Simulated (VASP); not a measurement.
# Sn (I4_1/amd) in VASP: notebook

One crystal, Sn, is run at these levels: LDA; tasks: relaxation of cell and atoms.

All numbers are computed with VASP 6.6.1; they aren't measurements. Logs are shortened: lines on timing, memory, paths and dates and some standing lists are left out, and cuts for length are marked.

## 1. Starting point

The structure is tetragonal, space group I4_1/amd (No. 141). Conventional cell: a = 5.839 Å, b = 5.839 Å, c = 3.188 Å, α = 90.00°, β = 90.00°, γ = 90.00°. Around Sn (site symmetry -4m2) lie 6 Sn at 3.03 to 3.19 Å.

## 2. Relaxation of cell and atoms, LDA

Contents of INCAR:

```
SYSTEM = Sn
PREC = Accurate ; ENCUT = 600
EDIFF = 1E-6 ; ISMEAR = 0
SIGMA = 0.03 ; LREAL = .False.
LASPH = .True. ; NELM = 80
ALGO = Normal ; ISIF = 3
LWAVE = .False. ; LCHARG = .False.
IBRION = 2 ; NSW = 90
EDIFFG = -0.01
```

Contents of KPOINTS:

```
regular mesh
0
Gamma
  12 12 12
  0 0 0
```

Contents of POSCAR:

```
Sn
1.0
   -2.9196440800      2.9196440800      1.5938000000
    2.9196440800     -2.9196440800      1.5938000000
    2.9196440800      2.9196440800     -1.5938000000
Sn
2
Direct
    0.0000000000      0.0000000000      0.0000000000
    0.7500000000      0.2500000000      0.5000000000
```

Potentials or basis: VASP PAW LDA potentials, release 64 (Sn_d).

Started as:

```bash
$ cat potpaw_LDA.64/Sn_d/POTCAR > POTCAR
$ mpirun -np 1 vasp_std > vasp.out
```

OUTCAR:

```text
SYSTEM = Sn
   PREC = Accurate
   ENCUT = 600
   EDIFF = 1E-6
   ISMEAR = 0
   LREAL = .False.
   LASPH = .True.
   NELM = 80
   ISIF = 3
   IBRION = 2
   NSW = 90
   EDIFFG = -0.01

 ion  position               nearest neighbor table
   1  0.000  0.000  0.000-   2 3.03   2 3.03   2 3.03   2 3.03
   2  0.750  0.250  0.500-   1 3.03   1 3.03   1 3.03   1 3.03

  LATTYP: Found a body centered tetragonal cell.
 ALAT       =     5.8392881600
 C/A-ratio  =     0.5458884564

  Lattice vectors:

 A1 = (  -2.9196440800,   2.9196440800,   1.5938000000)
 A2 = (   2.9196440800,  -2.9196440800,   1.5938000000)
 A3 = (   2.9196440800,   2.9196440800,  -1.5938000000)

Analysis of symmetry for initial positions (statically):
=====================================================================
 Subroutine PRICEL returns:
 Original cell was already a primitive cell.

 Routine SETGRP: Setting up the symmetry group for a
 body centered tetragonal supercell.

 Subroutine GETGRP returns: Found 16 space group operations
 (whereof  8 operations were pure point group operations)
 out of a pool of 16 trial point group operations.

The static configuration has the point symmetry D_2d.
 The point group associated with its full space group is D_4h.

Analysis of symmetry for dynamics (positions and initial velocities):
=====================================================================
 Subroutine PRICEL returns:
 Original cell was already a primitive cell.

 Routine SETGRP: Setting up the symmetry group for a
 body centered tetragonal supercell.

 Subroutine GETGRP returns: Found 16 space group operations
 (whereof  8 operations were pure point group operations)
 out of a pool of 16 trial point group operations.

The dynamic configuration has the point symmetry D_2d.
 The point group associated with its full space group is D_4h.

 Subroutine INISYM returns: Found 16 space group operations
 (whereof  8 operations are pure point group operations),
 and found     1 'primitive' translations

----------------------------------------------------------------------------------------

                                     Primitive cell

  volume of cell :      54.3443

  direct lattice vectors                    reciprocal lattice vectors
    -2.919644080  2.919644080  1.593800000     0.000000000  0.171253751  0.313715648
     2.919644080 -2.919644080  1.593800000     0.171253751  0.000000000  0.313715648
     2.919644080  2.919644080 -1.593800000     0.171253751  0.171253751  0.000000000

  length of vectors
     4.425928326  4.425928326  4.425928326     0.357414822  0.357414822  0.242189377

  position of ions in fractional coordinates (direct lattice)
     0.000000000  0.000000000  0.000000000
     0.750000000  0.250000000  0.500000000

  ion indices of the primitive-cell ions
   primitive index   ion index
                 1           1
                 2           2

----------------------------------------------------------------------------------------

 KPOINTS: regular mesh

Automatic generation of k-mesh.
 Grid dimensions read from file:
 generate k-points for:   12   12   12

 Generating k-lattice:

  Cartesian coordinates                     Fractional coordinates (reciprocal lattice)
     0.000000000  0.014271146  0.026142971     0.083333333  0.000000000  0.000000000
     0.014271146  0.000000000  0.026142971     0.000000000  0.083333333  0.000000000
     0.014271146  0.014271146  0.000000000     0.000000000  0.000000000  0.083333333

  Length of vectors
     0.029784569  0.029784569  0.020182448

  Shift w.r.t. Gamma in fractional coordinates (k-lattice)
     0.000000000  0.000000000  0.000000000

 Subroutine IBZKPT returns following result:
 ===========================================

 Found    163 irreducible k-points:

 Following reciprocal coordinates:
            Coordinates               Weight
  0.000000  0.000000  0.000000      1.000000
  0.083333  0.000000  0.000000      8.000000
  0.166667  0.000000  0.000000      8.000000
  0.250000  0.000000  0.000000      8.000000
  0.333333  0.000000  0.000000      8.000000
  0.416667  0.000000  0.000000      8.000000
[... 16 lines left out ...]
  0.500000  0.166667  0.000000     16.000000
 -0.416667  0.166667  0.000000     16.000000
 [... further k-points ...]
   k-points           NKPTS =    163   k-points in BZ     NKDIM =    163   number of bands    NBANDS=     18
   number of dos      NEDOS =    301   number of ions     NIONS =      2
   total plane-waves  NPLWV =  46656
   dimension x,y,z NGX =    36 NGY =   36 NGZ =   36
   dimension x,y,z NGXF=    72 NGYF=   72 NGZF=   72
   ions per type =               2
   NGX,Y,Z   is equivalent  to a cutoff of  13.52, 13.52, 13.52 a.u.
   NGXF,Y,Z  is equivalent  to a cutoff of  27.04, 27.04, 27.04 a.u.
 SYSTEM =  Sn
   PREC   = accura    normal or accurate (medium, high low for compatibility)
   ISTART =      0    job   : 0-new  1-cont  2-samecut
   ICHARG =      2    charge: 1-file 2-atom 10-const
   ISPIN  =      1    spin polarized calculation?
   LNONCOLLINEAR =      F non collinear calculations
   LSORBIT =      F    spin-orbit coupling
   LASPH  =      T    aspherical Exc in radial PAW
   ENCUT  =  600.0 eV  44.10 Ry    6.64 a.u.   8.84  8.84  8.84*2*pi/ulx,y,z
   NELM   =     80;   NELMIN=  2; NELMDL= -5     # of ELM steps
   EDIFF  = 0.1E-05   stopping-criterion for ELM
   LREAL  =      F    real-space projection
   EDIFFG = -.1E-01   stopping-criterion for IOM
   NSW    =     90    number of steps for IOM
   IBRION =      2    ionic relax: 0-MD 1-quasi-New 2-CG
   NFREE  =      1    steps in history (QN), initial steepest desc. (CG)
   ISIF   =      3    stress and relaxation
   ISYM   =      2    0-nonsym 1-usesym 2-fastsym
   POTIM  = 0.5000    time-step for ionic-motion
   TEBEG  =    0.0;   TEEND  =   0.0 temperature during run
   PSTRESS=    0.0 pullay stress
   NELECT =      28.0000    total number of electrons
   NUPDOWN=      -1.0000    fix difference up-down
   EMIN   =  10.00;   EMAX   =-10.00  energy-range for DOS
   EFERMI =   0.00;   METHOD = LEGACY
   ISMEAR =     0;   SIGMA  =   0.03  broadening in eV -4-tet -1-fermi 0-gaus
   EFERMI_NEDOS =   21; number of points for ismear=-14 and -15
   IALGO  =     38    algorithm
   IMIX   =      4    mixing-type and parameters
     AMIX     =   0.40;   BMIX     =  1.00
     AMIX_MAG =   1.60;   BMIX_MAG =  1.00
  volume/ion in A,a.u.               =      27.17       183.37
  Fermi-wavevector in a.u.,A,eV,Ry     =   1.312430  2.480134 23.435677  1.722474
  Thomas-Fermi vector in A             =   2.442823
   LORBIT       =      0    0 simple, 1 ext, 2 COOP (PROOUT), +10 PAW based schemes
   GGA     = CA    functional components
   LHFCALC =     F    Hartree Fock is set to
   AEXX    =    0.0000 exact exchange contribution
   IVDW    =     0    specifies the selected vdW correction
   LEPSILON=     F    determine dielectric tensor
   LRPA    =     F    only Hartree local field effects (RPA)
 conjugate gradient relaxation of ions
 non-spin polarized calculation
 Gauss-broadening in eV      SIGMA  =   0.03
  energy-cutoff  :      600.00
  volume of cell :       54.34
 maximum number of plane-waves:      1838
   NGX = 17   NGY = 17   NGZ = 17

--------------------------------------- Ionic step        1  -------------------------------------------

 number of electron      27.9999999 magnetization

 Free energy of the ion-electron system (eV)
  ---------------------------------------------------
  ext. energy  EPLUGINS =         0.00000000
  ---------------------------------------------------
  free energy    TOTEN  =        -8.96816163 eV

  energy without entropy =       -8.96768188  energy(sigma->0) =       -8.96792175

------------------------ aborting loop because EDIFF is reached ----------------------------------------

  FORCE on cell =-STRESS in cart. coord.  units (eV):
  Direction    XX          YY          ZZ          XY          YZ          ZX
  --------------------------------------------------------------------------------------
  -------------------------------------------------------------------------------------
  Total       -0.6630821     -0.6630821     -0.7445763      0.0000000     -0.0000000      0.0000000
  in kB      -19.5489854    -19.5489854    -21.9516000      0.0000000     -0.0000000      0.0000000
  external PRESSURE =     -20.3498569 kB  Pullay stress =       0.0000000 kB
[... 273 lines left out ...]
  energy  without entropy=       -8.9811093485  energy(sigma->0) =       -8.98131790

--------------------------------------- Ionic step        9  -------------------------------------------

 number of electron      28.0000011 magnetization

 Free energy of the ion-electron system (eV)
  ---------------------------------------------------
  ext. energy  EPLUGINS =         0.00000000
  ---------------------------------------------------
  free energy    TOTEN  =        -8.98152651 eV

  energy without entropy =       -8.98110857  energy(sigma->0) =       -8.98131754

 E-fermi :   8.1669     XC(G=0): -10.7224

 val. band max:        8.1610094551   @ k =  -0.1667  -0.1667   0.0833
 cond. band min:       8.1927610385   @ k =   0.2500   0.0833   0.0000
 fundamental gap:      0.0317515834
 Fermi energy:         8.1669425909

 k-point     1 :       0.0000    0.0000    0.0000
  band No.  band energies     occupation
      1     -13.4441      2.00000
      2     -13.3527      2.00000
      3     -13.3041      2.00000
      4     -13.2935      2.00000
      5     -13.1150      2.00000
      6     -13.1150      2.00000
[... 10 lines left out ...]
     17      14.4694      0.00000
     18      15.2684      0.00000
[... 466 lines left out ...]
      2     -13.2672      2.00000
      3     -13.2502      2.00000
      4     -13.2247      2.00000
      5     -13.1743      2.00000
      6     -13.1444      2.00000
[... 10 lines left out ...]
     17      11.2273      0.00000
     18      13.6468      0.00000

 [... further k-points ...]

------------------------ aborting loop because EDIFF is reached ----------------------------------------

  FORCE on cell =-STRESS in cart. coord.  units (eV):
  Direction    XX          YY          ZZ          XY          YZ          ZX
  --------------------------------------------------------------------------------------
  -------------------------------------------------------------------------------------
  Total        0.0168112      0.0168112      0.0144457      0.0000000      0.0000000      0.0000000
  in kB        0.5150035      0.5150035      0.4425369      0.0000000      0.0000000      0.0000000
  external PRESSURE =       0.4908480 kB  Pullay stress =       0.0000000 kB
[... 17 lines left out ...]
  FREE ENERGIE OF THE ION-ELECTRON SYSTEM (eV)
  ---------------------------------------------------
  free  energy   TOTEN  =        -8.9815265113 eV

  energy  without entropy=       -8.9811085677  energy(sigma->0) =       -8.98131754

 reached required accuracy - stopping structural energy minimisation
```

It took 4 min on 1 thread of Intel Xeon 6975P-C (Granite Rapids), shared host; peak memory 0.3 GiB.

Results:

```yaml
Free_energy: -8.9815 eV
Relaxed_volume: 26.15 Å³/atom
Relaxed_cell: a = 4.376 Å, b = 4.376 Å, c = 4.376 Å, α = 97.36°, β = 97.36°, γ = 138.06°
Space_group_after_relaxing_to_0.05_Å: I4_1/amd (No. 141)
Energy_gained_by_relaxing: 6.7 meV/atom
Ionic_steps: 9
Pressure_after_relaxing: 0.0 GPa
Band_gap_on_the_k_mesh: none (metal or under the smearing width)
```

Step by step:
```
step  energy change (eV)  largest force (eV/Å)  pressure (GPa)  volume (Å³)
   1              0.0000                0.0000           -2.03        54.34
   2             -0.0113                0.0000            0.84        51.67
   3             -0.0130                0.0000            0.01        52.36
   4             -0.0130                0.0000            0.08        52.33
   5             -0.0133                0.0000            0.04        52.31
   6             -0.0134                0.0000            0.04        52.30
   7             -0.0133                0.0000            0.03        52.29
   8             -0.0134                0.0000            0.07        52.30
   9             -0.0134                0.0000            0.05        52.30
```

Final structure:
```yaml
crystal:
  lattice:
    - [-2.88942, 2.88942, 1.56610]
    - [2.88942, -2.88942, 1.56610]
    - [2.88942, 2.88942, -1.56610]
  atoms:
    - { symbol: Sn, position: [0.00000, 0.00000, 0.00000] }
    - { symbol: Sn, position: [0.75000, 0.25000, 0.50000] }
```

## 3. Relaxation of cell and atoms, LDA

This run uses another cell than the first one, of 26.15 Å³/atom, 0.962 times its volume.

Contents of INCAR:

```
SYSTEM = Sn
PREC = Accurate ; ENCUT = 600
EDIFF = 1E-7 ; ISMEAR = 0
SIGMA = 0.03 ; LREAL = .False.
LASPH = .True. ; NELM = 80
ALGO = Normal ; ISIF = 3
LWAVE = .False. ; LCHARG = .False.
IBRION = 2 ; NSW = 90
EDIFFG = -0.005
```

KPOINTS is that of step 2.

Contents of POSCAR:

```
Sn                                      
1.0
   -2.8894164346      2.8894164346      1.5661021668
    2.8894164346     -2.8894164346      1.5661021668
    2.8894164346      2.8894164346     -1.5661021668
  Sn            
     2
Direct
     0.0000000000000000    0.0000000000000000    0.0000000000000000
     0.7500000000000000    0.2500000000000000    0.5000000000000000
```

Potentials or basis: VASP PAW LDA potentials, release 64 (Sn_d).

Started as:

```bash
$ cat potpaw_LDA.64/Sn_d/POTCAR > POTCAR
$ mpirun -np 1 vasp_std > vasp.out
```

Run time: 77 s. Hardware: 1 thread of Intel Xeon 6975P-C (Granite Rapids), shared host; peak memory 0.29 GiB.

It converged, with:

| Item | Value |
| --- | --- |
| Free energy | -8.9814 eV |
| Relaxed volume | 26.17 Å³/atom |
| Relaxed cell | a = 4.377 Å, b = 4.377 Å, c = 4.377 Å, α = 97.36°, β = 97.36°, γ = 138.06° |
| Space group after relaxing (to 0.05 Å) | I4_1/amd (No. 141) |
| Energy gained by relaxing | 0.0 meV/atom |
| Ionic steps | 2 |
| Pressure after relaxing | 0.0 GPa |
| Band gap on the k mesh | none (metal or under the smearing width) |

Final structure:
```
CELL_PARAMETERS angstrom
-2.89013 2.89013 1.56638
2.89013 -2.89013 1.56638
2.89013 2.89013 -1.56638
ATOMIC_POSITIONS crystal
Sn 0.00000 0.00000 0.00000
Sn 0.75000 0.25000 0.50000
```

Levels at points of the mesh, in eV from the Fermi level:
```tsv
k point	band 10	band 11	band 12	band 13	band 14	band 15	band 16	band 17	band 18
(0.00, 0.00, 0.00)	-21.06	-11.43	-3.68	-2.09	-2.09	3.00	6.30	6.30	7.10
(0.50, 0.00, 0.00)	-21.12	-7.01	-5.52	-2.34	-1.80	-1.18	2.29	2.90	4.83
(0.50, 0.50, 0.00)	-21.20	-9.12	-9.12	0.57	0.57	1.59	1.59	6.20	6.20
(0.50, 0.50, 0.50)	-21.26	-7.72	-7.72	-4.99	-4.99	5.24	5.24	9.56	9.56
```
